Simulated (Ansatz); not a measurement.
Set up this calculation in Ansatz 0.2.0, as the native input.

- Task: relaxation of cell and atoms
- Functional: RPBE
- Potentials or basis: Ansatz PAW
- Cutoff: 420 eV (not typed: the program's choice for these potentials)
- k mesh: 10 × 10 × 10
- Occupations: fermi-dirac, width 0.05 eV
- Spin: no spin polarisation

Crystal: Hf.

```
Hf
1.0
     0.00000    2.22000    2.22000
     2.22000    0.00000    2.22000
     2.22000    2.22000    0.00000
Hf
1
Direct
  0.00000 0.00000 0.00000
```

This isn't the form of Hf at room conditions, which is hcp.

The input as run:

input.yaml

```yaml
crystal:
  lattice:
    - [0.0, 2.22, 2.22]
    - [2.22, 0.0, 2.22]
    - [2.22, 2.22, 0.0]
  atoms:
    - { symbol: Hf, position: [0.0, 0.0, 0.0] }
hamiltonian:
  xc: rpbe
  pseudopotentials: { kind: paw }
kpoints:
  mp_grid: { grid: [10, 10, 10] }
scf:
  occupations: { method: fermi_dirac, width: 0.05 }
output:
  forces: true
  stress: true
  eigenvalues: true
relax:
  f_tol: 0.01
  max_steps: 40
  cell: { stress_tol: 0.05 }
```

Potentials or basis: Ansatz PAW.

Run with:

```sh
$ ansatz run input.yaml --threads 2 --pin off --max-ram 5632MiB --backend cpu --events-out ev --progress --plain --runs-dir out
```

It gave:

```json
{"Relaxed volume": "23.19 Å³/atom", "Relaxed cell": "a = 3.201 Å, b = 3.201 Å, c = 3.201 Å, α = 60.00°, β = 60.00°, γ = 60.00°", "Space group after relaxing (to 0.05 Å)": "Fm-3m (No. 225)", "Energy gained by relaxing": "23.5 meV/atom", "Ionic steps": "4", "Pressure after relaxing": "0.0 GPa", "Band gap on the k mesh": "none (metal or under the smearing width)"}
```

Caveat: the plane-wave basis is chosen anew once the cell has moved, so the energies of steps on either side of that aren't comparable; the PAW data sets come from PBE, with cores solved anew for the run's functional, which leaves a small shift of forces and pressure.

Run time: 4.1 s on 2 threads of Arm Neoverse V1 (shared host), peak memory 0.29 GiB.
